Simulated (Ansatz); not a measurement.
**CdS (Fm-3m): a soft mode frozen in**

Which phase does CdS (Fm-3m) fall into along its unstable mode, and how much energy does it gain?

Main program and level: Ansatz 0.2.0; DFT LDA, scalar-relativistic, plane waves, PAW; PAW set soft_1.

Most raw output is cut from this account.

## 1. Starting point

The structure is cubic, space group Fm-3m (No. 225). The conventional cell has a = 5.340 Å, b = 5.340 Å, c = 5.340 Å, α = 90.00°, β = 90.00°, γ = 90.00°. Cd has 6 S at 2.67 Å nearest. S has 6 Cd at 2.67 Å nearest. Farther neighbours and most contacts between anions are not listed.

Coordinates:

```cif
data_structure
_symmetry_space_group_name_H-M 'P 1'
_symmetry_Int_Tables_number 1
_cell_length_a 3.7757
_cell_length_b 3.7757
_cell_length_c 3.7757
_cell_angle_alpha 60.000
_cell_angle_beta 60.000
_cell_angle_gamma 60.000
_cell_volume 38.06
loop_
_atom_site_label
_atom_site_type_symbol
_atom_site_fract_x
_atom_site_fract_y
_atom_site_fract_z
_atom_site_occupancy
Cd1 Cd 0.00000 0.00000 0.00000 1
S2 S 0.50000 0.50000 0.50000 1
```

## 2. The dispersion

The cell comes from relaxations at this level that are not shown. Stability and thermal properties need the whole zone. Linear response on a 4×4×4 q mesh gives force constants as far as a supercell of that size would.

The input, input.yaml:

```yaml
crystal:
  lattice:
    - [0.0, 2.6698506594, 2.6698506594]
    - [2.6698506594, 0.0, 2.6698506594]
    - [2.6698506594, 2.6698506594, 0.0]
  atoms:
    - { symbol: Cd, position: [0.0, 0.0, 0.0] }
    - { symbol: S, position: [0.5, 0.5, 0.5] }
kpoints:
  mp_grid: { grid: [16, 16, 16] }
hamiltonian:
  xc: lda
  pseudopotentials: { kind: paw, azcp: { folder: soft_1 }, xc_functional: pbe }
scf:
  occupations: { method: methfessel_paxton, width: 0.2 }
output:
  eigenvalues: true
phonons:
  method: dfpt
  qmesh: [4, 4, 4]
  temperatures: { t_max: 1000, t_step: 50 }
  qpath:
    path:
      - [[0.0, 0.0, 0.0], [0.5, 0.0, 0.5], [0.625, 0.25, 0.625]]
      - [[0.375, 0.375, 0.75], [0.0, 0.0, 0.0], [0.5, 0.5, 0.5], [0.5, 0.25, 0.75], [0.5, 0.0, 0.5]]
    npoints: 10
```

Command:

```bash
$ ansatz run input.yaml --threads 4 --pin off --max-ram 10240MiB --backend cpu --events-out ev --progress --plain --runs-dir out
```

Run time: 7.3 min. Hardware: 4 threads of Arm Neoverse V2, shared host; peak memory 5.3 GiB.

This step gave:

```
volume per atom                                         : 19.03 Å³
gap on the k-mesh                                       : 0 eV
sum-rule residual before enforcement                    : 1.01e-4 eV/Å²
lowest frequency on the path                            : -71.71 cm⁻¹
point group                                             : m-3m
highest frequency on the path or at a solved wavevector : 286.4 cm⁻¹
highest optical mode at the zone centre (no LO-TO term) : 151.8 cm⁻¹
lowest optical zone-centre mode                         : 151.8 cm⁻¹
lowest mode on the q mesh (acoustic modes at Γ apart)   : -71.71 cm⁻¹
```

Frequencies (cm⁻¹) solved at each irreducible wavevector; negative means imaginary. Frequencies by wavevector, by row:

```csv
q in reciprocal lattice units,star,mode 1,mode 2,mode 3,mode 4,mode 5,mode 6
0 0 0,1,0,0,0,151.8,151.8,151.8
0 0 0.25,8,62.2,62.2,113.4,132.5,132.5,272.4
0 0 -0.5,4,-71.7,-71.7,94.3,94.3,157.8,277.8
0 0.25 0.25,6,48.9,48.9,115.6,186.5,186.5,244.2
0 0.25 -0.5,24,73.9,86.8,117,163.6,196.7,266.4
0 0.25 -0.25,12,37.4,69.5,93.7,132.8,221.2,259.8
0 -0.5 -0.5,3,56.1,56.1,85.9,208.5,208.5,263.3
0.25 -0.5 -0.25,6,77.2,77.2,110,210.8,240.7,240.7
```

Interpolated from a 4×4×4 q mesh. Phonon branches along the path, in cm⁻¹:

```csv
point,branch 1,branch 2,branch 3,branch 4,branch 5,branch 6
Γ,0,0,0,152,152,152
halfway,49,49,116,186,186,244
X,56,56,86,208,208,263
halfway,64,75,84,202,222,261
U,77,80,102,175,244,252
jump to K,77,80,102,175,244,252
halfway,56,63,93,124,203,262
Γ,0,0,0,152,152,152
halfway,62,62,113,132,132,272
L,-72,-72,94,94,158,278
halfway,79,89,124,129,185,270
W,77,77,110,211,241,241
halfway,68,83,88,211,221,258
X,56,56,86,208,208,263
```

Symmetry leaves 8 wavevectors to solve. The lowest mode among them, the acoustic zeros apart, lies at q = (0, 0, -0.5) and is imaginary, 71.7i cm⁻¹, so the energy falls along it.

## 3. The mode frozen in, largest atomic shift 0 Å

The mode followed lies at q = (0, 0, -0.5) with frequency 71.7i cm⁻¹ and is 2-fold degenerate, the softest among the wavevectors solved. At small amplitude the distorted cell has space group no. 15 by a symmetry search on the positions. The undistorted cell that holds it gives the zero of energy on the same k mesh.

System of this step: CdS. Symmetry: Fm-3m, No. 225, cubic system. The conventional cell has a = 5.340 Å, b = 5.340 Å, c = 5.340 Å, α = 90.00°, β = 90.00°, γ = 90.00°. Nearest to Cd lie 6 S at 2.67 Å. Nearest to S lie 6 Cd at 2.67 Å. Farther neighbours and most contacts between anions are not listed.

input.yaml, the sections that differ from step 2:

```yaml
crystal:
  lattice:
    - [0.0, 2.6698506594, 2.6698506594]
    - [-2.6698506594, 2.6698506594, 0.0]
    - [-2.6698506594, -2.6698506594, 5.3397013187]
  atoms:
    - { symbol: Cd, position: [0.0, 1.0, 1.0] }
    - { symbol: Cd, position: [0.0, 0.5, 0.5] }
    - { symbol: S, position: [0.5, 0.25, 0.75] }
    - { symbol: S, position: [0.5, 0.75, 0.25] }
kpoints:
  mp_grid: { grid: [15, 15, 15] }
output:
  forces: true
  stress: true
  eigenvalues: true
# hamiltonian, scf: as in step 2
# phonons: removed
```

Run time: 7.7 s. Hardware: 4 threads; peak memory 0.77 GiB.

Numbers from this step:

| Property | Result |
| --- | --- |
| pressure | 0.008024 GPa |
| energy from the undistorted cell | 0 meV/atom |

The run ends at a pressure of 0.01 GPa.

## 4. The mode frozen in, largest atomic shift 0.04 Å

The atoms are moved along the unstable eigenvector, the largest shift by 0.04 Å, with the cell fixed.

input.yaml, as its differences from that of step 3:

```diff
@@ -8,4 +8,4 @@
     - { symbol: Cd, position: [0.0, 0.5, 0.5] }
-    - { symbol: S, position: [0.5, 0.25, 0.75] }
-    - { symbol: S, position: [0.5, 0.75, 0.25] }
+    - { symbol: S, position: [0.4894060474, 0.2605939526, 0.75] }
+    - { symbol: S, position: [0.5105939526, 0.7394060474, 0.25] }
 kpoints:
```

Elapsed: 20 s, on 4 threads; peak memory 1.5 GiB; 76 s of CPU time.

Numbers from this step:

| Quantity | Value |
| --- | --- |
| pressure | 0.06318 GPa |
| gap on the k-mesh | 0.1385 eV |
| energy from the undistorted cell | -0.199 meV/atom |

The energy, extrapolated to zero smearing, is -0.20 meV/atom against the undistorted cell.

The run ends at a pressure of 0.06 GPa, with forces up to 0.011 eV/Å.

## 5. Energy along the mode, all amplitudes (two of the runs are shown above)

An imaginary frequency means negative curvature, so the energy should fall and then rise again as anharmonic terms take over.

This step gave:

```yaml
depth_at_the_lowest_point_sampled: 0.199 meV/atom
largest_atomic_shift_at_that_point: 0.04 Å
```

The energy from the parent by largest atomic shift:

```csv
largest atomic shift (Å),energy from the parent (meV/atom)
0.0000,0
0.0400,-0.199
0.0800,-0.137
0.1400,2.26
0.2200,12.3
```

Displacement at unit largest shift by atom:

```csv
atom,x (Å),y (Å),z (Å),size
Cd1,0.000,0.000,0.000,0.000
Cd2,0.000,0.000,0.000,0.000
S3,-0.707,0.000,-0.707,1.000
S4,0.707,0.000,0.707,1.000
```

The lowest of the steps tried is at 0.04 Å, 0.199 meV/atom below the parent; the bottom of the well need not coincide with a step.

## 6. Relaxation from the frozen mode

Starting from the lowest point found, all atoms and the cell are let go, so that strain and other modes of the same symmetry can join in.

input.yaml, as its differences from that of step 4:

```diff
@@ -21 +21,6 @@
   eigenvalues: true
+relax:
+  adjacent_minimum: "off"
+  f_tol: 0.002
+  max_steps: 120
+  cell: { stress_tol: 0.03 }
```

It took 1.9 min on 4 threads; peak memory 1.6 GiB.

Relaxation path:

```csv
step,energy less that of the first step (eV),largest force component (eV/Å),pressure (GPa),volume (Å³)
1,0.0000,0.0075,0.06,76.12
2,0.0000,0.0080,-0.03,76.21
3,-0.0001,0.0075,-0.05,76.23
4,-0.0002,0.0040,-0.07,76.33
5,-0.0003,0.0009,0.01,76.24
6*,-0.0003,0.0009,0.00,76.24
```

Relaxation steps marked * repeat the geometry before them on a plane-wave basis chosen anew for their cell, so energy and pressure can jump there.

The run keeps the 4 symmetry operations that it works with, so distortions that break them were not tested.

```csv
cell as run,before,after,change
a (Å),3.776,3.777,+0.0 %
b (Å),3.776,3.777,+0.0 %
c (Å),6.540,6.540,-0.0 %
α (°),90.00,90.10,+0.1 %
β (°),73.22,73.28,+0.1 %
γ (°),60.00,60.06,+0.1 %
volume (Å³/atom),19.03,19.06,+0.2 %
```

The atoms that moved most (Å, as changes of fractional coordinates times the final cell):

```csv
atom,dx,dy,dz,length
S3,-0.016,0.000,-0.016,0.022
S4,0.016,0.000,0.016,0.022
```

The relaxed structure:

```xyz
4
Lattice="0.0032 2.6715 2.6702 -2.6702 2.6715 -0.0032 -2.6660 -2.6737 5.3394" Properties=species:S:1:pos:R:3 pbc="T T T"
Cd   -5.3362   -0.0022    5.3362
Cd   -2.6681   -0.0011    2.6681
S    -2.7097   -0.0016    5.2947
S    -2.6234    2.6710    2.7118
```

Numbers from this step:

```
pressure          : 0.004916 GPa
volume per atom   : 19.06 Å³
gap on the k-mesh : 0.2147 eV
```

The distorted start has space group C2/c; the relaxation ends in C2/c.

## 7. The new phase in its own primitive cell

The relaxed structure is symmetrised, reduced to its primitive cell and relaxed tightly, as its phonons need.

input.yaml, the sections that differ from step 6:

```yaml
crystal:
  lattice:
    - [3.2700858858, -1.8903735942, 0.0]
    - [3.2700858858, 1.8903735942, 0.0]
    - [-2.1898509794, 0.0, 6.1664621992]
  atoms:
    - { symbol: Cd, position: [0.5, 0.0, 0.0] }
    - { symbol: Cd, position: [0.0, 0.5, 0.5] }
    - { symbol: S, position: [0.2334655076, 0.7665344924, 0.25] }
    - { symbol: S, position: [0.7665344924, 0.2334655076, 0.75] }
kpoints:
  mp_grid: { grid: [10, 10, 6] }
relax:
  adjacent_minimum: "off"
  f_tol: 0.001
  max_steps: 60
  cell: { stress_tol: 0.01 }
# hamiltonian, scf, output: as in step 6
```

Elapsed: 23 s, on 4 threads; peak memory 0.59 GiB.

Step by step:

```csv
step,energy less that of the first step (eV),largest force component (eV/Å),pressure (GPa),volume (Å³)
1,0.0000,0.0049,0.01,76.24
2,0.0000,0.0041,0.00,76.24
3,0.0000,0.0015,0.02,76.21
4,0.0000,0.0011,-0.06,76.26
5,0.0000,0.0004,0.00,76.22
6*,0.0000,0.0004,0.00,76.22
```

Relaxation steps marked * repeat the geometry before them on a plane-wave basis chosen anew for their cell, so energy and pressure can jump there. Relaxation step 4 was tried and not accepted.

Forces are held to the 4 operations that the run works with; a distortion that breaks them can't arise in this run.

```csv
cell as run,before,after,change
a (Å),3.777,3.777,-0.0 %
b (Å),3.777,3.777,-0.0 %
c (Å),6.544,6.544,+0.0 %
volume (Å³/atom),19.06,19.06,-0.0 %
```

Final coordinates:

```xyz
4
Lattice="3.2699 -1.8900 -0.0003 3.2699 1.8900 -0.0003 -2.1902 0.0000 6.1670" Properties=species:S:1:pos:R:3 pbc="T T T"
Cd    1.6349   -0.9450   -0.0001
Cd    0.5398    0.9450    3.0834
S     2.7223    1.0013    1.5415
S     1.6272   -1.0013    4.6250
```

This step gave:

* pressure: -2.16e-4 GPa
* gap on the k-mesh: 0.1712 eV
* direct gap on mesh: 0.1712 eV

The largest force component left is 0.41 meV/Å and the pressure is 0.000 GPa, within the tolerances set. The cell now holds 19.06 Å³/atom.

## 8. Modes of the new phase, k-mesh 10×10×6

A relaxed structure may still be a saddle point, so its zone-centre modes are computed. No field response is asked.

input.yaml, the sections that differ from step 7:

```yaml
crystal:
  lattice:
    - [3.2698964932, -1.8899757876, -0.0002694401]
    - [3.2698964932, 1.8899757876, -0.0002694401]
    - [-2.1902322387, 0.0, 6.1670311768]
  atoms:
    - { symbol: Cd, position: [0.5, 0.0, 0.0] }
    - { symbol: Cd, position: [0.0, 0.5, 0.5] }
    - { symbol: S, position: [0.2351040623, 0.7648959377, 0.25] }
    - { symbol: S, position: [0.7648959377, 0.2351040623, 0.75] }
output:
  eigenvalues: true
phonons:
  method: dfpt
# kpoints, hamiltonian, scf: as in step 7
# relax: removed
```

Elapsed: 99 s, on 4 threads; peak memory 2 GiB; 6.3 min of CPU time.

Numbers from this step:

```yaml
sum_rule_residual_before_enforcement: 6.00e-5 eV/Å²
point_group: 2/m
highest_optical_mode_at_the_zone_centre_no_lo_to_term: 278.6 cm⁻¹
lowest_optical_zone_centre_mode: 14.85 cm⁻¹
```

Patterns of degenerate modes are one choice out of their space. Modes at Γ, with each element's share of the kinetic energy:

```csv
mode,frequency (cm⁻¹),symmetry,Cd %,S %
1,0.0,acoustic,78,22
2,0.0,acoustic,78,22
3,0.0,acoustic,78,22
4,14.8,Bg,0,100
5,75.8,Ag,0,100
6,87.5,Bu,94,6
7,90.9,Au,97,3
8,146.9,Au,62,38
9,149.8,Bu,22,78
10,161.0,Bu,28,72
11,167.1,Au,63,37
12,278.6,Bg,0,100
```

Displacements in mode 4 (14.8 cm⁻¹), the largest set to 1:
```
Cd1  0.00  0.00  0.00
Cd2  0.00  0.00  0.00
S3   1.00  0.00  0.00
S4  -1.00  0.00  0.00
```

Displacements in mode 10 (161.0 cm⁻¹), the largest set to 1:
```
Cd1 -0.22  0.22 -0.29
Cd2 -0.22 -0.22 -0.29
S3   0.76  0.00  1.00
S4   0.76  0.00  1.00
```

Before it was imposed, the acoustic sum rule was missed by 6.0e-5 eV/Å². Small misses are needed for a sound result but don't prove that mesh and cutoff are converged. The lowest optical mode is real, 14.8 cm⁻¹.

## 9. What came out

| Property | Result |
| --- | --- |
| unstable mode of the parent | q = (0, 0, -0.5), 72i cm⁻¹ |
| depth at the lowest point sampled | 0.199 meV/atom |
| largest atomic shift at that point | 0.04 Å |
| space group reached (within 0.01 Å) | C2/c |
| energy gained over the parent (first relaxation, on the mesh of the frozen mode) | 0.289 meV/atom |
| volume per atom, phase reached | 19.1 Å³ |
| gap on the k-mesh, phase reached | 0.171 eV |
| lowest optical zone-centre mode, phase reached | 14.8 cm⁻¹ |
| highest optical mode at the zone centre (no LO-TO term), phase reached | 279 cm⁻¹ |

In words: Along this mode the structure falls into C2/c, 0.289 meV/atom below the parent. At the parent's cell the well is 0.199 meV/atom deep on the steps tried, with its lowest point at a shift of 0.04 Å. Relaxing atoms and cell changes the gain by +0.09 meV/atom against the lowest step (energies at zero smearing). The new phase has no imaginary mode at the zone centre of its cell; other wavevectors were not checked. How so shallow a well moves with the k mesh was not tested. Each path keeps the symmetry of its pattern, so a lower phase may lie along a pattern not tried. With no gap, or one that is small against the smearing, the frequencies hang on the k mesh and the smearing, most of all near Kohn anomalies. A semilocal functional can close a gap that the real compound would have, so the metallic treatment may be an artefact of the level. An optical mode within 15 cm⁻¹ of zero is at the mercy of small errors in the force constants, and even its sign is uncertain. The PAW files were made for PBE and serve the other functionals too.

[Logs are printed without paths, hosts, clocks, repeated set-up lines and the standing remarks that a program may print on its own settings, such as how far it seeks lower states.]

[Hosts, paths, dates, database ids (printed as entryN), source tags and the programs' standing remarks are cut or masked in the printed files.]
